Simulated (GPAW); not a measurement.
# PbSe (Pm-3m) in GPAW: convergence with k mesh

Aim: find how far k mesh must go before the results for PbSe settle, at LDA. This setting moves, with any that are tied to it; all else stays.

Program: GPAW 26.7.0. These are calculated values, not measurements. Logs are shortened: lines on timing, memory, paths and dates and some standing lists are left out, and cuts for length are marked. The log counts tension as positive stress, the text compression.

### Step 1. The crystal as given

The structure is cubic, space group Pm-3m (No. 221). Conventional cell: a = 3.784 Å, b = 3.784 Å, c = 3.784 Å, α = 90.00°, β = 90.00°, γ = 90.00°. Pb (site symmetry m-3m) is surrounded by 8 Se at 3.28 Å. Se (site symmetry m-3m) has 8 Pb at 3.28 Å as nearest neighbours.

Measurements of this composition are mostly on another form, of space group No. 225.

### Step 2. With k mesh 2 × 2 × 2

The input, run.py:

```python
from ase.dft.bandgap import bandgap
from ase.io import read, write
from ase.units import GPa
from gpaw import GPAW, PW

atoms = read('POSCAR')

calc = GPAW(mode=PW(600),
            xc='LDA',
            kpts={'size': (2, 2, 2), 'gamma': True},
            occupations={'name': 'fermi-dirac', 'width': 0.05},
            nbands=19,
            convergence={'density': 1e-05, 'energy': 1e-05},
            maxiter=100,
            txt='gpaw.txt')
atoms.calc = calc
energy = atoms.get_potential_energy()
forces = atoms.get_forces()
stress = atoms.get_stress()
calc.write('gs.gpw')
write('result.traj', atoms)
print(f'Energy: {energy:.6f} eV')
print('Forces (eV/A):')
print(forces.round(4))
print('Stress (GPa):', (stress / GPa).round(3))
print('Fermi level:', round(calc.get_fermi_level(), 4), 'eV')
print(f'Gap: {bandgap(calc)[0]:.4f} eV, direct: {bandgap(calc, direct=True)[0]:.4f} eV')
```

The input, POSCAR:

```
PbSe
1.0
    3.7843220000      0.0000000000      0.0000000000
    0.0000000000      3.7843220000      0.0000000000
    0.0000000000      0.0000000000      3.7843220000
Pb Se
1 1
Direct
    0.0000000000      0.0000000000      0.0000000000
    0.5000000000      0.5000000000      0.5000000000
```

Potentials or basis: the program's PAW data sets (release 1.2.1) made for this functional, pw.

Command:

```sh
$ OMP_NUM_THREADS=1 python run.py
```

Wall time 3.9 s (1 thread of Arm Neoverse V2, shared host); peak memory 0.14 GiB.

What came out:

```yaml
Free_energy: -7.9035 eV
Pressure: -2.1 GPa
Band_gap_on_the_k_mesh: none (metal or under the smearing width)
```

### Step 3. With k mesh 3 × 3 × 3

Changes to run.py since step 2:

```diff
@@ -9,3 +9,3 @@
             xc='LDA',
-            kpts={'size': (2, 2, 2), 'gamma': True},
+            kpts={'size': (3, 3, 3), 'gamma': True},
             occupations={'name': 'fermi-dirac', 'width': 0.05},
```

POSCAR is that of step 2.

Potentials or basis: the program's PAW data sets (release 1.2.1) made for this functional, pw.

Command:

```sh
$ OMP_NUM_THREADS=1 python run.py
```

It took 3.5 s on 1 thread of Arm Neoverse V2, shared host; peak memory 0.14 GiB.

Results:

```yaml
Free_energy: -9.2167 eV
Pressure: -4.9 GPa
Band_gap_on_the_k_mesh: 1.39 eV, indirect (least direct gap 2.37 eV)
```

### Step 4. With k mesh 4 × 4 × 4

Changes to run.py since step 3:

```diff
@@ -9,3 +9,3 @@
             xc='LDA',
-            kpts={'size': (3, 3, 3), 'gamma': True},
+            kpts={'size': (4, 4, 4), 'gamma': True},
             occupations={'name': 'fermi-dirac', 'width': 0.05},
```

POSCAR is that of step 3.

Command:

```sh
$ OMP_NUM_THREADS=1 python run.py
```

Wall time 6.7 s (1 thread of Arm Neoverse V2, shared host); peak memory 0.14 GiB.

The run converged. Its results:

```yaml
Free_energy: -9.1304 eV
Pressure: -4.1 GPa
Band_gap_on_the_k_mesh: none (metal or under the smearing width)
```

### Step 5. With k mesh 5 × 5 × 5

Changes to run.py since step 4:

```diff
@@ -9,3 +9,3 @@
             xc='LDA',
-            kpts={'size': (4, 4, 4), 'gamma': True},
+            kpts={'size': (5, 5, 5), 'gamma': True},
             occupations={'name': 'fermi-dirac', 'width': 0.05},
```

POSCAR is that of step 4.

Command:

```sh
$ OMP_NUM_THREADS=1 python run.py
```

Wall time 7.1 s (1 thread of Arm Neoverse V2, shared host); peak memory 0.14 GiB.

The run converged. Its results:

```yaml
Free_energy: -9.2007 eV
Pressure: -4.7 GPa
Band_gap_on_the_k_mesh: 0.16 eV, indirect (least direct gap 1.31 eV)
```

### Step 6. With k mesh 6 × 6 × 6

Changes to run.py since step 5:

```diff
@@ -9,3 +9,3 @@
             xc='LDA',
-            kpts={'size': (5, 5, 5), 'gamma': True},
+            kpts={'size': (6, 6, 6), 'gamma': True},
             occupations={'name': 'fermi-dirac', 'width': 0.05},
```

POSCAR is that of step 5.

Potentials or basis: the program's PAW data sets (release 1.2.1) made for this functional, pw.

Command:

```sh
$ OMP_NUM_THREADS=1 python run.py
```

It took 12 s on 1 thread of Arm Neoverse V2, shared host; peak memory 0.15 GiB.

Results (log left out):

- Free energy: -9.2181 eV
- Pressure: -4.9 GPa
- Band gap on the k mesh: none (metal or under the smearing width)

### Step 7. With k mesh 8 × 8 × 8

Changes to run.py since step 6:

```diff
@@ -9,3 +9,3 @@
             xc='LDA',
-            kpts={'size': (6, 6, 6), 'gamma': True},
+            kpts={'size': (8, 8, 8), 'gamma': True},
             occupations={'name': 'fermi-dirac', 'width': 0.05},
```

POSCAR is that of step 6.

Command:

```sh
$ OMP_NUM_THREADS=1 python run.py
```

Run time: 19 s. Hardware: 1 thread of Arm Neoverse V2, shared host; peak memory 0.17 GiB.

The run converged. Its results:

```
Free energy            : -9.2306 eV
Pressure               : -5.0 GPa
Band gap on the k mesh : none (metal or under the smearing width)
```

### Step 8. With k mesh 9 × 9 × 9

Changes to run.py since step 7:

```diff
@@ -9,3 +9,3 @@
             xc='LDA',
-            kpts={'size': (8, 8, 8), 'gamma': True},
+            kpts={'size': (9, 9, 9), 'gamma': True},
             occupations={'name': 'fermi-dirac', 'width': 0.05},
```

POSCAR is that of step 7.

Potentials or basis: the program's PAW data sets (release 1.2.1) made for this functional, pw.

Command:

```sh
$ OMP_NUM_THREADS=1 python run.py
```

gpaw.txt:

```text
__  _  _
 | _ |_)|_||  |
 |__||  | ||/\| - 26.7.0

Input parameters:
  mode=PW(ecut=600.0),
  convergence={'density': 1e-05, 'energy': 1e-05},
  kpts=MonkhorstPack(size=(9, 9, 9), gamma=True),
  maxiter=100,
  nbands=19,
  occupations=Occupations(name='fermi-dirac', width=0.05),
  xc=XC(name='LDA')

Diagonalizing LCAO Hamiltonian
Converting LCAO to pw mode
   .--------.
  /|        |
 * |        |
 | |   Se   |
 | |        |
 | .--------.
 |/        /
 Pb-------*

Atoms  # Å, Bohr magnetons
|   | symbol |        x |        y |        z |    initial magnetic moments |
|---|--------|----------|----------|----------|-----------------------------|
| 0 |     Pb | 0.000000 | 0.000000 | 0.000000 | ( 0.0000,  0.0000,  0.0000) |
| 1 |     Se | 1.892161 | 1.892161 | 1.892161 | ( 0.0000,  0.0000,  0.0000) |

Unit cell  # Å
| periodic |        x |        y |        z |  lengths |    angles |
|----------|----------|----------|----------|----------|-----------|
|      yes | 3.784322 | 0.000000 | 0.000000 | 3.784322 | 90.000000 |
|      yes | 0.000000 | 3.784322 | 0.000000 | 3.784322 | 90.000000 |
|      yes | 0.000000 | 0.000000 | 3.784322 | 3.784322 | 90.000000 |

Number of symmetries: 48
Symmetry operations  # r_c * U_cc + t_c -> r_c
|    | kind |            matrix            |
|----|------|------------------------------|
|  0 |  E   |  1, 0, 0,  0, 1, 0,  0, 0, 1 |
|  1 |  σ   |  1, 0, 0,  0, 1, 0,  0, 0,-1 |
|  2 |  σ   |  1, 0, 0,  0, 0, 1,  0, 1, 0 |
|  3 |  C4  |  1, 0, 0,  0, 0, 1,  0,-1, 0 |
|  4 |  C4  |  1, 0, 0,  0, 0,-1,  0, 1, 0 |
|  5 |  σ   |  1, 0, 0,  0, 0,-1,  0,-1, 0 |
|  6 |  σ   |  1, 0, 0,  0,-1, 0,  0, 0, 1 |
|  7 |  C2  |  1, 0, 0,  0,-1, 0,  0, 0,-1 |
|  8 |  σ   |  0, 1, 0,  1, 0, 0,  0, 0, 1 |
|  9 |  C2  |  0, 1, 0,  1, 0, 0,  0, 0,-1 |
| 10 |  C3  |  0, 1, 0,  0, 0, 1,  1, 0, 0 |
| 11 |  S6  |  0, 1, 0,  0, 0, 1, -1, 0, 0 |
| 12 |  S6  |  0, 1, 0,  0, 0,-1,  1, 0, 0 |
| 13 |  C3  |  0, 1, 0,  0, 0,-1, -1, 0, 0 |
| 14 |  C4  |  0, 1, 0, -1, 0, 0,  0, 0, 1 |
| 15 |  S4  |  0, 1, 0, -1, 0, 0,  0, 0,-1 |
| 16 |  C3  |  0, 0, 1,  1, 0, 0,  0, 1, 0 |
| 17 |  S6  |  0, 0, 1,  1, 0, 0,  0,-1, 0 |
| 18 |  σ   |  0, 0, 1,  0, 1, 0,  1, 0, 0 |
| 19 |  C4  |  0, 0, 1,  0, 1, 0, -1, 0, 0 |
| 20 |  C2  |  0, 0, 1,  0,-1, 0,  1, 0, 0 |
| 21 |  S4  |  0, 0, 1,  0,-1, 0, -1, 0, 0 |
| 22 |  S6  |  0, 0, 1, -1, 0, 0,  0, 1, 0 |
| 23 |  C3  |  0, 0, 1, -1, 0, 0,  0,-1, 0 |
| 24 |  S6  |  0, 0,-1,  1, 0, 0,  0, 1, 0 |
| 25 |  C3  |  0, 0,-1,  1, 0, 0,  0,-1, 0 |
| 26 |  C4  |  0, 0,-1,  0, 1, 0,  1, 0, 0 |
| 27 |  σ   |  0, 0,-1,  0, 1, 0, -1, 0, 0 |
| 28 |  S4  |  0, 0,-1,  0,-1, 0,  1, 0, 0 |
| 29 |  C2  |  0, 0,-1,  0,-1, 0, -1, 0, 0 |
| 30 |  C3  |  0, 0,-1, -1, 0, 0,  0, 1, 0 |
| 31 |  S6  |  0, 0,-1, -1, 0, 0,  0,-1, 0 |
| 32 |  C4  |  0,-1, 0,  1, 0, 0,  0, 0, 1 |
| 33 |  S4  |  0,-1, 0,  1, 0, 0,  0, 0,-1 |
| 34 |  S6  |  0,-1, 0,  0, 0, 1,  1, 0, 0 |
| 35 |  C3  |  0,-1, 0,  0, 0, 1, -1, 0, 0 |
| 36 |  C3  |  0,-1, 0,  0, 0,-1,  1, 0, 0 |
| 37 |  S6  |  0,-1, 0,  0, 0,-1, -1, 0, 0 |
| 38 |  σ   |  0,-1, 0, -1, 0, 0,  0, 0, 1 |
| 39 |  C2  |  0,-1, 0, -1, 0, 0,  0, 0,-1 |
| 40 |  σ   | -1, 0, 0,  0, 1, 0,  0, 0, 1 |
| 41 |  C2  | -1, 0, 0,  0, 1, 0,  0, 0,-1 |
| 42 |  C2  | -1, 0, 0,  0, 0, 1,  0, 1, 0 |
| 43 |  S4  | -1, 0, 0,  0, 0, 1,  0,-1, 0 |
| 44 |  S4  | -1, 0, 0,  0, 0,-1,  0, 1, 0 |
| 45 |  C2  | -1, 0, 0,  0, 0,-1,  0,-1, 0 |
| 46 |  C2  | -1, 0, 0,  0,-1, 0,  0, 0, 1 |
| 47 |  i   | -1, 0, 0,  0,-1, 0,  0, 0,-1 |

BZ-sampling:
  Number of BZ points: 729
  Number of IBZ points: 35

  Monkhorst-Pack size: [9, 9, 9]
  Monkhorst-Pack shift: [0, 0, 0]

K-points  # in reciprocal-cell coordinates
|     |                                coordinates |     weight |
|-----|--------------------------------------------|------------|
|   0 | (  0.00000000,   0.00000000,   0.00000000) | 0.00137174 |
|   1 | (  0.11111111,   0.00000000,   0.00000000) | 0.00823045 |
|   2 | (  0.11111111,   0.11111111,   0.00000000) | 0.01646091 |
|   3 | (  0.11111111,   0.11111111,   0.11111111) | 0.01097394 |
|   4 | (  0.22222222,   0.00000000,   0.00000000) | 0.00823045 |
|   5 | (  0.22222222,   0.11111111,   0.00000000) | 0.03292181 |
|   6 | (  0.22222222,   0.11111111,   0.11111111) | 0.03292181 |
|   7 | (  0.22222222,   0.22222222,   0.00000000) | 0.01646091 |
|   8 | (  0.22222222,   0.22222222,   0.11111111) | 0.03292181 |
|   9 | (  0.22222222,   0.22222222,   0.22222222) | 0.01097394 |
| ... |                                            |            |
|  34 | (  0.44444444,   0.44444444,   0.44444444) | 0.01097394 |

Plane wave coefficients: 1839
Cutoff: 600.0 eV

Spin-components: 1 (collinear spins)
Bands:           19
Projectors:      11
Spin-degeneracy: 2
Datatype:        complex128

Parallelization:
  kpt:    1
  domain: 1
  band:   1

Density:
  Valence electrons: 20.0
  Components: 1
  Grid points: [24 24 24]
  Charge: 0.0  # |e|

Potential:
  Grid points: [24 24 24]

species:
  Pb:
    name:    Lead
    Z:       82.0
    valence: 14
    core:    68
    charge:  0.0  # [|e|]
    compensation charges:
      type: gauss
      rc: 0.38  # [Å]
      lmax: 2
    cutoffs:
      filter: 2.36  # [Å]
      core: 2.43  # [Å]
    projectors
    | kind |    occ | energy [eV] | rcut [Å] |
    |------|--------|-------------|----------|
    |   6s |  2.000 |     -12.249 |    1.259 |
    |   6p |  2.000 |      -3.713 |    1.275 |
    |   5d | 10.000 |     -21.326 |    1.217 |
    |    s |        |      14.962 |    1.259 |
    |    p |        |      23.498 |    1.275 |
    |    d |        |       5.885 |    1.217 |

    Using partial waves for Pb as LCAO basis

  Se:
    name:    Selenium
    Z:       34.0
    valence: 6
    core:    28
    charge:  0.0  # [|e|]
    compensation charges:
      type: gauss
      rc: 0.27  # [Å]
      lmax: 2
    cutoffs:
      filter: 1.77  # [Å]
      core: 2.67  # [Å]
    projectors
    | kind |    occ | energy [eV] | rcut [Å] |
    |------|--------|-------------|----------|
    |   4s |  2.000 |     -17.472 |    0.847 |
    |   4p |  4.000 |      -6.656 |    1.005 |
    |    s |        |       9.739 |    0.847 |
    |    p |        |      20.555 |    1.005 |
    |    d |        |       0.000 |    0.847 |

    Using partial waves for Se as LCAO basis

Reference energy: -632988.107271  # eV

eigensolver:
  PPCG
  Converge bands: occupied
  niter=2

density mixing:
  MSR1-Mixer
  Pratt-step length: 0.05
  Maximum mixing coefficient: 0.75
  Old densities: 10
  SVD Regularization: 0.005
  Good broyden scale: 1.0
  Trust region scale: 1.0
  Backstep threshold: 4.0
  History deletion threshold: 6.0
  Fourier metric: weight=20.0, sigma=0.015

occupation numbers:
  Fermi-Dirac:
    width: 0.0500  # eV

poisson solver:
  ecut: 4800.0  # eV

xc functional:
  name: None

convergence criteria:
- Maximum integral of absolute [dens]ity change: 1e-05 electrons / valence electron
- Maximum [total energy] change in last 3 cyles: 1e-05 eV / valence electron
- Maximum integral of absolute [eigenst]ate change: 4e-08 eV^2 / valence electron
maximum number of iterations: 100

SCF iterations
|iter     | |      energy | eigst |  dens |
|---------|-|-------------|-------|-------|
|iter:   1| |   -9.623366 | -0.27 |       |
|iter:   2| |   -9.520811 | -2.21 | -1.19 |
|iter:   3| |   -9.223293 | -1.90 | -1.25 |
|iter:   4| |   -9.220512 | -3.75 | -1.91 |
|iter:   5| |   -9.218794 | -4.42 | -2.22 |
|iter:   6| |   -9.218938 | -5.12 | -2.93 |
|iter:   7| |   -9.218891c| -6.30 | -3.49 |
|iter:   8| |   -9.218908c| -7.27 | -4.10 |
|iter:   9| |   -9.218905c| -7.56c| -4.66 |
|iter:  10| |   -9.218905c| -8.27c| -5.66c|

Converged in 10 steps
Energy contributions relative to reference atoms: (reference = -632988.107271)

Energy contributions:
  Kinetic:           9.904597
  Coulomb:         -10.861120
  Zero:             -0.056906
  External:          0.000000
  Xc:               -8.200620
  Entropy:          -0.009711
  Spinorbit:         0.000000
  ----------------------------
  Free energy:      -9.223761
  Extrapolated:     -9.218905

dipole moment: (-16.045313, -16.045313, -16.045313)  # |e|*Ang

Fermi level: 6.115
Eigenvalues  # (at kpt = [0.000, 0.000, 0.000])
| band index |      eig [eV] | occ [0-2] |
|------------|---------------|-----------|
|          0 |       -10.720 |     2.000 |
|        ... |               |           |
|          2 |       -10.576 |     2.000 |
|          3 |       -10.576 |     2.000 |
|          4 |       -10.576 |     2.000 |
|          5 |        -7.121 |     2.000 |
|          6 |        -1.027 |     2.000 |
|          7 |         4.612 |     2.000 |
[... 9 lines left out ...]
|         17 |        18.981 |     0.000 |
|         18 |        18.981 |     0.000 |

No gap
No difference between direct/indirect transitions

Forces  # eV/Ang
|       x |        y |        z |
|---------|----------|----------|
| 0.00000 |  0.00000 | -0.00000 |  # Pb   0
| 0.00000 | -0.00000 |  0.00000 |  # Se   1

Stress tensor  # eV/Ang^3
|        x |        y |        z |
|----------|----------|----------|
| 0.029718 | 0.000000 | 0.000000 |
| 0.000000 | 0.029718 | 0.000000 |
| 0.000000 | 0.000000 | 0.029718 |

# Writing to gs.gpw (mode='')
```

Run time: 19 s. Hardware: 1 thread of Arm Neoverse V2, shared host; peak memory 0.17 GiB.

What came out:

* Free energy: -9.2238 eV
* Pressure: -4.8 GPa
* Band gap on the k mesh: none (metal or under the smearing width)

### Step 9. The series at a glance

| k mesh | energy less the tightest run, at zero smearing (meV/atom) | pressure (GPa) | gap on the mesh (eV) | SCF cycles | CPU time (s) | peak memory (GiB) |
| --- | --- | --- | --- | --- | --- | --- |
| 2 × 2 × 2 | 668.19 | -2.07 | 0.000 | 11 | 3.9 | 0.14 |
| 3 × 3 × 3 | 1.09 | -4.91 | 1.389 | 9 | 3.5 | 0.14 |
| 4 × 4 × 4 | 48.15 | -4.11 | 0.000 | 10 | 6.7 | 0.14 |
| 5 × 5 × 5 | 12.14 | -4.66 | 0.161 | 11 | 7.1 | 0.14 |
| 6 × 6 × 6 | 3.01 | -4.94 | 0.000 | 11 | 12 | 0.15 |
| 8 × 8 × 8 | -4.00 | -4.96 | 0.000 | 10 | 19 | 0.17 |
| 9 × 9 × 9 | 0.00 | -4.76 | 0.000 | 10 | 19 | 0.17 |

Against the tightest run, the gap on the mesh stays within 0.01 eV from 6 × 6 × 6 on. Not settled before the last step: the energy (to 1 meV/atom), the pressure (to 0.1 GPa). Meshes of other sizes hit other points, so gaps and Fermi surfaces needn't settle smoothly. The tightest run that finished is the yardstick and may itself not be fully converged.
